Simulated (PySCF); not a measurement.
**How the method moves the HOMO and LUMO of 1,3-cyclohexadiene**

Compound: 1,3-cyclohexadiene, C6H8.
Atom-mapped SMILES: `[CH:1]1=[CH:2][CH2:3][CH2:4][CH:5]=[CH:6]1` (hydrogens: H7 on C1; H8 on C2; H9, H10 on C3; H11, H12 on C4; H13 on C5; H14 on C6)

Geometry (PBE0-D3(BJ)/def2-SVP, Å), atoms numbered from 1 in this order:
```
atom  x, y, z in Å
C1     1.370    0.684   -0.317
C2     0.206    1.309   -0.563
C3    -1.093    0.562   -0.447
C4    -1.024   -0.536    0.612
C5     0.259   -1.314    0.527
C6     1.385   -0.717    0.102
H7     2.322    1.206   -0.449
H8     0.194    2.345   -0.913
H9    -1.925    1.249   -0.231
H10   -1.321    0.113   -1.435
H11   -1.087   -0.084    1.623
H12   -1.896   -1.202    0.527
H13    0.277   -2.351    0.878
H14    2.333   -1.263    0.087
```

Basis pcSseg-1 throughout (PySCF), one geometry. One conformer (not necessarily the lowest) at the PBE0-D3(BJ)/def2-SVP geometry, without solvent, vibrations or thermal averaging.

Task: How do the orbital energies, the gap and the dipole change with the method?

Result: 
```
   method                    kind  HOMO (eV)  LUMO (eV)  gap (eV)  μ (D)  SCF cycles
     BLYP                     GGA      -4.99      -1.51      3.48   0.45          14
     OPBE                     GGA      -5.11      -1.58      3.53   0.51          14
      PBE                     GGA      -5.15      -1.67      3.48   0.49          14
     BP86                     GGA      -5.25      -1.77      3.48   0.50          14
      LDA                     LDA      -5.31      -1.88      3.43   0.53          14
    B97-2           global hybrid      -5.91      -0.77      5.14   0.48          13
     PBE0           global hybrid      -6.15      -0.73      5.42   0.49          13
BHandHLYP           global hybrid      -6.98       0.38      7.36   0.46          12
CAM-B3LYP  range-separated hybrid      -7.39       0.43      7.83   0.46          12
  wB97X-D  range-separated hybrid      -7.95       1.05      9.00   0.50          12
       HF            Hartree–Fock      -8.18       3.08     11.27   0.47          10
  LC-wPBE  range-separated hybrid      -8.73       1.51     10.24   0.50          12
```

The HOMO spans 3.75 eV, from BLYP down to LC-wPBE, and the gap runs from 3.43 eV (LDA) to 11.27 eV (HF). Over the methods BLYP (0 %), OPBE (0 %), PBE (0 %), BP86 (0 %), LDA (0 %), B97-2 (21 %), PBE0 (25 %), BHandHLYP (50 %), HF (100 %), a straight line through the gap against the share of exact exchange rises by 0.78 eV for each 10 % (correlation coefficient 1.000). The dipole ranges from 0.45 D (BLYP) to 0.53 D (LDA). This basis has no diffuse functions.

Reference dipole: 0.44 D (measured, gas; NIST CCCBDB Release 22 (SRD 101), experimental dipoles); nearest here: BLYP (0.45 D) and BHandHLYP (0.46 D). 

The vertical ΔSCF ionisation energy at PBE0/def2-SVPD is 8.10 eV; −ε(HOMO) comes closest to it with HF (8.18 eV).
